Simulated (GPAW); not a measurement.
# NiO (Fm-3m) in GPAW: settings compared, part 2 of 2

GPAW 26.7.0. Earlier steps stand in the parts before.

### Step 4. Band structure, PBE, collinear spin, ferromagnetic start

The input, run.py:

```python
from ase.dft.bandgap import bandgap
from ase.io import read, write
from ase.units import GPa
from gpaw import GPAW, PW, setup_paths

setup_paths.insert(0, '.')

atoms = read('POSCAR')
atoms.set_initial_magnetic_moments([1.0, 0.0])

calc = GPAW(mode=PW(800),
            xc='PBE',
            kpts={'size': (8, 8, 8), 'gamma': True},
            occupations={'name': 'fermi-dirac', 'width': 0.05},
            setups={'Ni': 'jth', 'O': 'jth'},
            nbands=-11,
            convergence={'density': 1e-05, 'energy': 1e-05},
            maxiter=150,
            txt='gpaw.txt')
atoms.calc = calc
energy = atoms.get_potential_energy()
forces = atoms.get_forces()
stress = atoms.get_stress()
calc.write('gs.gpw')
write('result.traj', atoms)
print(f'Energy: {energy:.6f} eV')
print('Forces (eV/A):')
print(forces.round(4))
print('Stress (GPa):', (stress / GPa).round(3))
print('Moments:', calc.get_magnetic_moments().round(3))
print('Fermi level:', round(calc.get_fermi_level(), 4), 'eV')
print(f'Gap: {bandgap(calc)[0]:.4f} eV, direct: {bandgap(calc, direct=True)[0]:.4f} eV')

path = atoms.cell.bandpath('GXWKGLUWLK,UX', npoints=60, eps=1e-4)
bs_calc = calc.fixed_density(kpts=path, symmetry='off', nbands=-18,
                             convergence={'bands': 'CBM+6.0', 'eigenstates': 1e-6}, txt='bands.txt')
bs = bs_calc.band_structure()
bs.write('bs.json')
print(f'Gap on the path: {bandgap(bs_calc)[0]:.4f} eV')
```

The input, POSCAR:

```
NiO
1.0
    0.0000000000      2.0859016414      2.0859016414
    2.0859016414      0.0000000000      2.0859016414
    2.0859016414      2.0859016414      0.0000000000
Ni O
1 1
Direct
    0.0000000000      0.0000000000      0.0000000000
    0.5000000000      0.5000000000      0.5000000000
```

Potentials or basis: JTH PAW 2.0, PBE, pw.

Run with:

```console
$ OMP_NUM_THREADS=1 python run.py
```

gpaw.txt:

```text
__  _  _
 | _ |_)|_||  |
 |__||  | ||/\| - 26.7.0

Input parameters:
  mode=PW(ecut=800.0),
  convergence={'density': 1e-05, 'energy': 1e-05},
  kpts=MonkhorstPack(size=(8, 8, 8), gamma=True),
  maxiter=150,
  nbands=-11,
  occupations=Occupations(name='fermi-dirac', width=0.05),
  setups={'Ni': 'jth', 'O': 'jth'},
  xc=XC(name='PBE')

Diagonalizing LCAO Hamiltonian
Converting LCAO to pw mode

              O

       Ni

Atoms  # Å, Bohr magnetons
|   | symbol |        x |        y |        z |    initial magnetic moments |
|---|--------|----------|----------|----------|-----------------------------|
| 0 |     Ni | 0.000000 | 0.000000 | 0.000000 | ( 0.0000,  0.0000,  1.0000) |
| 1 |      O | 2.085902 | 2.085902 | 2.085902 | ( 0.0000,  0.0000,  0.0000) |

Unit cell  # Å
| periodic |        x |        y |        z |  lengths |    angles |
|----------|----------|----------|----------|----------|-----------|
|      yes | 0.000000 | 2.085902 | 2.085902 | 2.949910 | 60.000000 |
|      yes | 2.085902 | 0.000000 | 2.085902 | 2.949910 | 60.000000 |
|      yes | 2.085902 | 2.085902 | 0.000000 | 2.949910 | 60.000000 |

Number of symmetries: 48
Symmetry operations  # r_c * U_cc + t_c -> r_c
|    | kind |            matrix            |
|----|------|------------------------------|
|  0 |  σ   |  1, 0, 0,  1, 0,-1,  1,-1, 0 |
|  1 |  C2  |  1, 0, 0,  1,-1, 0,  1, 0,-1 |
|  2 |  E   |  1, 0, 0,  0, 1, 0,  0, 0, 1 |
|  3 |  σ   |  1, 0, 0,  0, 0, 1,  0, 1, 0 |
|  4 |  C4  |  1, 0,-1,  1, 0, 0,  1,-1, 0 |
|  5 |  S6  |  1, 0,-1,  1,-1, 0,  1, 0, 0 |
|  6 |  σ   |  1, 0,-1,  0, 1,-1,  0, 0,-1 |
|  7 |  C3  |  1, 0,-1,  0, 0,-1,  0, 1,-1 |
|  8 |  S6  |  1,-1, 0,  1, 0, 0,  1, 0,-1 |
|  9 |  C4  |  1,-1, 0,  1, 0,-1,  1, 0, 0 |
| 10 |  C3  |  1,-1, 0,  0,-1, 1,  0,-1, 0 |
| 11 |  σ   |  1,-1, 0,  0,-1, 0,  0,-1, 1 |
| 12 |  σ   |  0, 1, 0,  1, 0, 0,  0, 0, 1 |
| 13 |  C4  |  0, 1, 0,  0, 1,-1, -1, 1, 0 |
| 14 |  C3  |  0, 1, 0,  0, 0, 1,  1, 0, 0 |
| 15 |  S6  |  0, 1, 0, -1, 1, 0,  0, 1,-1 |
| 16 |  C2  |  0, 1,-1,  1, 0,-1,  0, 0,-1 |
| 17 |  σ   |  0, 1,-1,  0, 1, 0, -1, 1, 0 |
| 18 |  S4  |  0, 1,-1,  0, 0,-1,  1, 0,-1 |
| 19 |  C4  |  0, 1,-1, -1, 1, 0,  0, 1, 0 |
| 20 |  C3  |  0, 0, 1,  1, 0, 0,  0, 1, 0 |
| 21 |  σ   |  0, 0, 1,  0, 1, 0,  1, 0, 0 |
| 22 |  S6  |  0, 0, 1,  0,-1, 1, -1, 0, 1 |
| 23 |  C4  |  0, 0, 1, -1, 0, 1,  0,-1, 1 |
| 24 |  S4  |  0, 0,-1,  1, 0,-1,  0, 1,-1 |
| 25 |  C3  |  0, 0,-1,  0, 1,-1,  1, 0,-1 |
| 26 |  C2  |  0, 0,-1,  0,-1, 0, -1, 0, 0 |
| 27 |  S6  |  0, 0,-1, -1, 0, 0,  0,-1, 0 |
| 28 |  S4  |  0,-1, 1,  1,-1, 0,  0,-1, 0 |
| 29 |  C4  |  0,-1, 1,  0, 0, 1, -1, 0, 1 |
| 30 |  C2  |  0,-1, 1,  0,-1, 0,  1,-1, 0 |
| 31 |  σ   |  0,-1, 1, -1, 0, 1,  0, 0, 1 |
| 32 |  C3  |  0,-1, 0,  1,-1, 0,  0,-1, 1 |
| 33 |  S6  |  0,-1, 0,  0, 0,-1, -1, 0, 0 |
| 34 |  S4  |  0,-1, 0,  0,-1, 1,  1,-1, 0 |
| 35 |  C2  |  0,-1, 0, -1, 0, 0,  0, 0,-1 |
| 36 |  C2  | -1, 1, 0,  0, 1, 0,  0, 1,-1 |
| 37 |  S6  | -1, 1, 0,  0, 1,-1,  0, 1, 0 |
| 38 |  S4  | -1, 1, 0, -1, 0, 1, -1, 0, 0 |
| 39 |  C3  | -1, 1, 0, -1, 0, 0, -1, 0, 1 |
| 40 |  S6  | -1, 0, 1,  0, 0, 1,  0,-1, 1 |
| 41 |  C2  | -1, 0, 1,  0,-1, 1,  0, 0, 1 |
| 42 |  C3  | -1, 0, 1, -1, 1, 0, -1, 0, 0 |
| 43 |  S4  | -1, 0, 1, -1, 0, 0, -1, 1, 0 |
| 44 |  C2  | -1, 0, 0,  0, 0,-1,  0,-1, 0 |
| 45 |  i   | -1, 0, 0,  0,-1, 0,  0, 0,-1 |
| 46 |  σ   | -1, 0, 0, -1, 1, 0, -1, 0, 1 |
| 47 |  C2  | -1, 0, 0, -1, 0, 1, -1, 1, 0 |

BZ-sampling:
  Number of BZ points: 512
  Number of IBZ points: 29

  Monkhorst-Pack size: [8, 8, 8]
  Monkhorst-Pack shift: [0.0625, 0.0625, 0.0625]

K-points  # in reciprocal-cell coordinates
|     |                                coordinates |     weight |
|-----|--------------------------------------------|------------|
|   0 | (  0.00000000,   0.00000000,   0.00000000) | 0.00195312 |
|   1 | (  0.12500000,   0.12500000,   0.00000000) | 0.01171875 |
|   2 | (  0.12500000,   0.12500000,   0.12500000) | 0.01562500 |
|   3 | (  0.25000000,   0.12500000,   0.12500000) | 0.02343750 |
[... 75 lines left out ...]
    |    s |        |      27.211 |    0.749 |
    |   2p |  4.000 |      -9.031 |    0.749 |
    |    p |        |      27.211 |    0.749 |

    Using partial waves for O as LCAO basis

Reference energy: -43416.828353  # eV

eigensolver:
  PPCG
  Converge bands: occupied
  niter=2

density mixing:
  MSR1-Mixer
  Pratt-step length: 0.05
  Maximum mixing coefficient: 0.75
  Old densities: 10
  SVD Regularization: 0.005
  Good broyden scale: 1.0
  Trust region scale: 1.0
  Backstep threshold: 4.0
  History deletion threshold: 6.0
  Fourier metric: weight=20.0, sigma=0.015

occupation numbers:
  Fermi-Dirac:
    width: 0.0500  # eV

poisson solver:
  ecut: 6400.0  # eV

xc functional:
  name: PBE with 2 nearest neighbor stencil

convergence criteria:
- Maximum integral of absolute [dens]ity change: 1e-05 electrons / valence electron
- Maximum [total energy] change in last 3 cyles: 1e-05 eV / valence electron
- Maximum integral of absolute [eigenst]ate change: 4e-08 eV^2 / valence electron
maximum number of iterations: 150

SCF iterations
|iter     | |      energy | eigst |  dens |  magmom |
|---------|-|-------------|-------|-------|---------|
|iter:   1| |  -12.972100 | +0.13 |       |  +1.0009|
|iter:   2| |  -12.877414 | -2.38 | -1.15 |  +0.9935|
|iter:   3| |  -12.671705 | -1.46 | -1.19 |  +0.8793|
|iter:   4| |  -12.698212 | -2.06 | -1.63 |  +0.8595|
|iter:   5| |  -12.669900 | -2.46 | -1.79 |  +0.8486|
|iter:   6| |  -12.679208 | -3.82 | -2.07 |  +0.8763|
|iter:   7| |  -12.684302 | -4.46 | -2.28 |  +0.9358|
|iter:   8| |  -12.713674 | -2.69 | -2.28 |  +1.3996|
|iter:   9| |  -12.702537 | -3.56 | -2.08 |  +1.2385|
|iter:  10| |  -12.713374 | -3.73 | -2.14 |  +1.3379|
|iter:  11| |  -12.696968 | -3.33 | -1.92 |  +1.1455|
[... 6 lines left out ...]
|iter:  18| |  -12.677199 | -2.52 | -2.31 |  +0.8259|
|iter:  19| |  -12.633708 | -2.15 | -2.13 |  -0.0263|
|iter:  20| |  -12.666017 | -2.32 | -1.88 |  +0.6930|
|iter:  21| |  -12.624615 | -2.67 | -2.34 |  +0.1748|
|iter:  22| |  -12.613251 | -3.65 | -2.01 |  +0.0682|
|iter:  23| |  -12.610015 | -4.21 | -2.30 |  +0.0164|
|iter:  24| |  -12.609800 | -5.84 | -2.80 |  +0.0023|
|iter:  25| |  -12.615309 | -3.74 | -3.05 |  +0.1238|
|iter:  26| |  -12.609960 | -4.06 | -2.32 |  +0.0230|
|iter:  27| |  -12.609920 | -4.69 | -2.87 |  -0.0248|
|iter:  28| |  -12.609804c| -4.84 | -2.95 |  +0.0180|
|iter:  29| |  -12.609927c| -4.86 | -3.12 |  -0.0262|
|iter:  30| |  -12.609773c| -4.89 | -2.98 |  +0.0158|
|iter:  31| |  -12.609676 | -5.84 | -3.19 |  +0.0012|
|iter:  32| |  -12.609675c| -7.46c| -4.23 |  -0.0001|
|iter:  33| |  -12.609675c| -9.11c| -5.59c|  -0.0000|

Converged in 33 steps
Energy contributions relative to reference atoms: (reference = -43416.828353)

Energy contributions:
  Kinetic:          -1.359027
  Coulomb:           4.774005
  Zero:             -0.659528
  External:          0.000000
  Xc:              -15.353633
  Entropy:          -0.022984
  Spinorbit:         0.000000
  ----------------------------
  Free energy:     -12.621167
  Extrapolated:    -12.609675

dipole moment: (-22.395186, -22.395186, -22.395186)  # |e|*Ang

Total magnetic moment: (0.000000, 0.000000, -0.000027)

Local magnetic moments
|        x |        y |         z |
|----------|----------|-----------|
| 0.000000 | 0.000000 | -0.000020 |  # Ni   0
| 0.000000 | 0.000000 | -0.000006 |  # O    1

Fermi level: 8.218
Eigenvalues  # (at kpt = [0.000, 0.000, 0.000])
| band index |      eig [eV] | occ [0-1] |      eig [eV] | occ [0-1] |
|------------|---------------|-----------|---------------|-----------|
|          0 |       -94.919 |     1.000 |       -94.919 |     1.000 |
|        ... |               |           |               |           |
|          5 |         5.004 |     1.000 |         5.004 |     1.000 |
|          6 |         5.004 |     1.000 |         5.004 |     1.000 |
|          7 |         5.004 |     1.000 |         5.004 |     1.000 |
|          8 |         6.290 |     1.000 |         6.290 |     1.000 |
|          9 |         6.290 |     1.000 |         6.290 |     1.000 |
|         10 |         6.290 |     1.000 |         6.290 |     1.000 |
[... 8 lines left out ...]
|         19 |        30.796 |     0.000 |        30.796 |     0.000 |
|         20 |        30.796 |     0.000 |        30.796 |     0.000 |
|        ... |               |           |               |           |
|         22 |        34.203 |     0.000 |        34.203 |     0.000 |

No gap
No difference between direct/indirect transitions

Forces  # eV/Ang
|       x |       y |        z |
|---------|---------|----------|
| 0.00000 | 0.00000 | -0.00000 |  # Ni   0
| 0.00000 | 0.00000 |  0.00000 |  # O    1

Stress tensor  # eV/Ang^3
|         x |         y |        z |
|-----------|-----------|----------|
|  0.063380 | -0.000000 | 0.000000 |
| -0.000000 |  0.063380 | 0.000000 |
|  0.000000 |  0.000000 | 0.063380 |

# Writing to gs.gpw (mode='')
```

Wall time 65 s (1 thread of Intel Xeon Platinum 8488C (Sapphire Rapids), shared host); peak memory 0.26 GiB.

What came out:

- Free energy: -12.6212 eV
- Pressure: -10.2 GPa
- Band gap along the path: none (metal or under the smearing width)
- Net moment: 0.00 μB per cell

Levels at the corners of the path, in eV from the Fermi level:
Spin up:
```tsv
point	band 10	band 11	band 12	band 13	band 14
Γ	-1.93	-1.93	-1.60	-1.60	1.54
X	-1.20	-0.82	-0.82	-0.67	6.32
W	-1.24	-0.83	-0.80	0.01	8.62
K	-0.96	-0.78	-0.50	0.01	7.93
Γ	-1.93	-1.93	-1.60	-1.60	1.54
L	-1.09	-0.72	1.24	1.24	5.58
U	-0.96	-0.78	-0.50	0.01	7.93
W	-1.24	-0.83	-0.80	0.01	8.62
L	-1.09	-0.72	1.24	1.24	5.58
K	-0.96	-0.78	-0.50	0.01	7.93
U	-0.96	-0.78	-0.50	0.01	7.93
X	-1.20	-0.82	-0.82	-0.67	6.32
```
Spin down:
```csv
point,band 9,band 10,band 11,band 12,band 13,band 14
Γ,-1.93,-1.93,-1.93,-1.60,-1.60,1.54
X,-2.91,-1.20,-0.82,-0.82,-0.67,6.32
W,-1.24,-1.24,-0.83,-0.80,0.01,8.62
K,-1.83,-0.96,-0.78,-0.50,0.01,7.93
Γ,-1.93,-1.93,-1.93,-1.60,-1.60,1.54
L,-1.09,-1.09,-0.72,1.24,1.24,5.58
U,-1.83,-0.96,-0.78,-0.50,0.01,7.93
W,-1.24,-1.24,-0.83,-0.80,0.01,8.62
L,-1.09,-1.09,-0.72,1.24,1.24,5.58
K,-1.83,-0.96,-0.78,-0.50,0.01,7.93
U,-1.83,-0.96,-0.78,-0.50,0.01,7.93
X,-2.91,-1.20,-0.82,-0.82,-0.67,6.32
```

Caveat: the run has no moments, though such compounds are often magnetic; a magnetic state may lie lower; the program truncates these outside data sets; semilocal functionals often make such compounds metallic where correlation or magnetic order opens a gap, which also shifts bond lengths.

### Step 5. Equation of state, LDA, collinear spin, ferromagnetic start

The input, run.py:

```python
from ase import Atoms
from ase.eos import EquationOfState
from ase.io import Trajectory
from ase.units import GPa
from gpaw import GPAW, PW

atoms = Atoms(['Ni', 'O'],
              cell=[[0.0, 2.0859016414, 2.0859016414],
                    [2.0859016414, 0.0, 2.0859016414],
                    [2.0859016414, 2.0859016414, 0.0]],
              scaled_positions=[[0.0, 0.0, 0.0],
                                [0.5, 0.5, 0.5]],
              pbc=True)
atoms.set_initial_magnetic_moments([1.0, 0.0])

traj = Trajectory('eos.traj', 'w')
volumes, energies = [], []
for x in [0.94, 0.96, 0.98, 1.0, 1.02, 1.04, 1.06]:
    a = atoms.copy()
    a.set_cell(atoms.cell * x**(1 / 3), scale_atoms=True)
    calc = GPAW(mode=PW(800),
                xc='LDA',
                kpts={'size': (8, 8, 8), 'gamma': True},
                occupations={'name': 'fermi-dirac', 'width': 0.05},
                setups={'Ni': '10'},
                nbands=-11,
                convergence={'density': 1e-05, 'energy': 1e-05},
                maxiter=150,
                txt=f'eos-{x:.2f}.txt')
    a.calc = calc
    energies.append(a.get_potential_energy(force_consistent=True))
    volumes.append(a.get_volume())
    p = -a.get_stress()[:3].mean() / GPa
    calc.write(f'eos-{x:.2f}.gpw')
    traj.write(a)
    print(f'{x:.2f} {volumes[-1]:10.4f} A^3 {energies[-1]:14.6f} eV {p:9.3f} GPa', flush=True)

v0, e0, B = EquationOfState(volumes, energies, eos='birchmurnaghan').fit()
print(f'V0 = {v0:.4f} A^3, E0 = {e0:.6f} eV, B0 = {B / GPa:.2f} GPa')
```

Potentials or basis: the program's PAW data sets (release 1.2.1) made for this functional, other valence, pw.

Run with:

```console
$ OMP_NUM_THREADS=1 python run.py
```

Wall time 1.7 min (1 thread of Intel Xeon Platinum 8488C (Sapphire Rapids), shared host); peak memory 0.22 GiB.

Results (log left out):

- Equilibrium volume: 8.34 Å³/atom (rough: see the caveat)
- Bulk modulus: 262 GPa (rough)

Energy against volume, from the lowest point:
| volume (Å³/atom) | energy (meV/atom) |
| --- | --- |
| 8.531 | 0.00 |
| 8.713 | 9.11 |
| 8.894 | 23.15 |
| 9.076 | 41.70 |
| 9.257 | 64.20 |
| 9.439 | 90.16 |
| 9.620 | 119.15 |

Caveat: the minimum lies outside the volumes run.

### Step 6. Band structure, r2SCAN, collinear spin, ferromagnetic start

The input, run.py:

```python
from ase.dft.bandgap import bandgap
from ase.io import read, write
from ase.units import GPa
from gpaw import GPAW, PW

atoms = read('NiO.cif')
atoms.set_initial_magnetic_moments([1.0, 0.0])

calc = GPAW(mode=PW(800),
            xc='MGGA_X_R2SCAN+MGGA_C_R2SCAN',
            kpts={'size': (8, 8, 8), 'gamma': True},
            occupations={'name': 'fermi-dirac', 'width': 0.05},
            nbands=22,
            convergence={'density': 1e-05, 'energy': 1e-05},
            maxiter=150,
            txt='gpaw.txt')
atoms.calc = calc
energy = atoms.get_potential_energy()
forces = atoms.get_forces()
stress = atoms.get_stress()
calc.write('gs.gpw')
write('result.traj', atoms)
print(f'Energy: {energy:.6f} eV')
print('Forces (eV/A):')
print(forces.round(4))
print('Stress (GPa):', (stress / GPa).round(3))
print('Moments:', calc.get_magnetic_moments().round(3))
print('Fermi level:', round(calc.get_fermi_level(), 4), 'eV')
print(f'Gap: {bandgap(calc)[0]:.4f} eV, direct: {bandgap(calc, direct=True)[0]:.4f} eV')

path = atoms.cell.bandpath('GXWKGLUWLK,UX', npoints=60, eps=1e-4)
bs_calc = calc.fixed_density(kpts=path, symmetry='off', nbands=31,
                             convergence={'bands': 'CBM+6.0', 'eigenstates': 1e-6}, txt='bands.txt')
bs = bs_calc.band_structure()
bs.write('bs.json')
print(f'Gap on the path: {bandgap(bs_calc)[0]:.4f} eV')
```

The input, NiO.cif:

```cif
data_NiO
_cell_length_a 2.94991039
_cell_length_b 2.94991039
_cell_length_c 2.94991039
_cell_angle_alpha 60.00000000
_cell_angle_beta 60.00000000
_cell_angle_gamma 60.00000000
_space_group_name_H-M_alt 'P1'
_space_group_name_Hall 'P 1'
_space_group_IT_number 1
loop_
_space_group_symop_operation_xyz
'x,y,z'
loop_
_atom_site_label
_atom_site_type_symbol
_atom_site_symmetry_multiplicity
_atom_site_Wyckoff_symbol
_atom_site_fract_x
_atom_site_fract_y
_atom_site_fract_z
_atom_site_occupancy
Ni1 Ni 1 a 0.0000000000 0.0000000000 0.0000000000 1
O1 O 1 a 0.5000000000 0.5000000000 0.5000000000 1
```

Potentials or basis: GPAW PAW data sets (gpaw-data 1.2.1), pw.

Run with:

```console
$ OMP_NUM_THREADS=1 python run.py
```

Wall time 97 s (1 thread of Intel Xeon Platinum 8488C (Sapphire Rapids), shared host); peak memory 0.35 GiB.

The run converged. Its results:

```yaml
Free_energy: -20.9860 eV
Pressure: 8.4 GPa
Band_gap_on_the_k_mesh: 0.69 eV, indirect (least direct gap 1.84 eV)
Band_gap_along_the_path: 0.69 eV, indirect (least direct gap 1.67 eV)
Net_moment: 2.00 μB per cell
Site_moments: Ni +1.71; O +0.22 μB
```

Levels at the corners of the path, in eV from the valence-band top:
Spin up:
| point | band 10 | band 11 | band 12 | band 13 |
| --- | --- | --- | --- | --- |
| Γ | -3.04 | -3.04 | -3.04 | 1.93 |
| X | -3.09 | -2.15 | -2.15 | 6.56 |
| W | -2.31 | -2.15 | -1.77 | 9.02 |
| K | -2.27 | -1.98 | -1.64 | 8.28 |
| Γ | -3.04 | -3.04 | -3.04 | 1.93 |
| L | -1.82 | 0.00 | 0.00 | 6.08 |
| U | -2.27 | -1.98 | -1.64 | 8.28 |
| W | -2.31 | -2.15 | -1.77 | 9.02 |
| L | -1.82 | 0.00 | 0.00 | 6.08 |
| K | -2.27 | -1.98 | -1.64 | 8.28 |
| U | -2.27 | -1.98 | -1.64 | 8.28 |
| X | -3.09 | -2.15 | -2.15 | 6.56 |
Spin down:
```
point  band 7  band 8  band 9  band 10  band 11  band 12  band 13
    Γ   -2.37   -2.27   -2.25    -2.17     0.69     0.77     2.48
    X   -3.82   -3.19   -1.17    -1.09     1.25     1.81     7.18
    W   -5.07   -1.42   -1.39    -1.09     1.64     2.40     9.84
    K   -4.25   -1.93   -1.24    -1.00     1.90     2.41     8.90
    Γ   -2.37   -2.27   -2.25    -2.17     0.69     0.77     2.48
    L   -4.62   -1.23   -1.21    -0.86     3.59     3.66     6.36
    U   -4.25   -1.93   -1.29    -0.96     1.91     2.41     8.90
    W   -5.07   -1.42   -1.39    -1.09     1.64     2.40     9.84
    L   -4.62   -1.23   -1.21    -0.86     3.59     3.66     6.36
    K   -4.25   -1.93   -1.24    -1.00     1.90     2.41     8.90
    U   -4.25   -1.93   -1.29    -0.96     1.91     2.41     8.90
    X   -3.82   -3.19   -1.17    -1.09     1.25     1.81     7.18
```

Caveat: the stock nickel data set gives pressures a few GPa off other programs; the PAW data sets were made with another functional, which shifts forces and pressure a little; a cell with one magnetic atom can't hold antiferromagnetic order, which such compounds often take. r2SCAN opens gaps a little over a GGA but as a rule still falls short of measured ones.

### Step 7. The runs side by side

| task | level | potentials or basis | band path | band points | data set | pressure (GPa) | moment (μB) |
| --- | --- | --- | --- | --- | --- | --- | --- |
| equation of state | r2SCAN+D3(BJ) | GPAW PAW data sets (gpaw-data 1.2.1), pw | - | - | - | - | - |
| band structure | SOGGA | PAW data sets generated in the run's folder for this functional, pw | GXWKGLUWLK,UX | 60 | - | -6.0 | 1.06 |
| band structure | PBE | JTH PAW 2.0, PBE, pw | GXWKGLUWLK,UX | 60 | Ni jth, O jth | -10.2 | 0.00 |
| equation of state | LDA | the program's PAW data sets (release 1.2.1) made for this functional, other valence, pw | - | - | Ni 10 | - | - |
| band structure | r2SCAN | GPAW PAW data sets (gpaw-data 1.2.1), pw | GXWKGLUWLK,UX | 60 | - | 8.4 | 2.00 |

Alike in all rows: spin collinear, ferromagnetic start; cell as given; k mesh 8 × 8 × 8; cutoff (eV) 800; smearing fermi-dirac 0.05 eV.

Caveats: the PAW data sets were made with another functional, which shifts forces and pressure a little (some runs); the stock nickel data set gives pressures a few GPa off other programs (some runs); a cell with one magnetic atom can't hold antiferromagnetic order, which such compounds often take (some runs); semilocal functionals often make such compounds metallic where correlation or magnetic order opens a gap, which also shifts bond lengths (some runs); the energies scatter about the fit (some runs); the fit is doubtful: noisy points or a state that changes with volume (some runs); the points scatter about the fit (some runs).

Total energies depend on the potentials used, so only differences within one code and one set of settings carry meaning.

### Step 8. How close it comes

Step 3. A measured gap of NiO is 4.3 eV (quoted in “Local correlations, non-local screening, multiplets, and band formation in NiO”, 2012, arxiv:1210.6675); the calculated 0.00 eV misses it by -4.30 eV. So large a miss can be the level of theory's own, or it may mean another phase, state or a wrong row. The value is that of SOGGA, without temperature or zero-point motion. The run's magnetic order (collinear spin, ferromagnetic start) needn't be the measured crystal's.

Step 4. Measured gap of NiO: 4.3 eV (quoted in “Local correlations, non-local screening, multiplets, and band formation in NiO”, 2012, arxiv:1210.6675). This calculation gives 0.00 eV (-4.30 eV). So large a miss can be the level of theory's own, or it may mean another phase, state or a wrong row. The value is that of PBE, without temperature or zero-point motion. Semilocal functionals fall short of measured gaps as a rule.
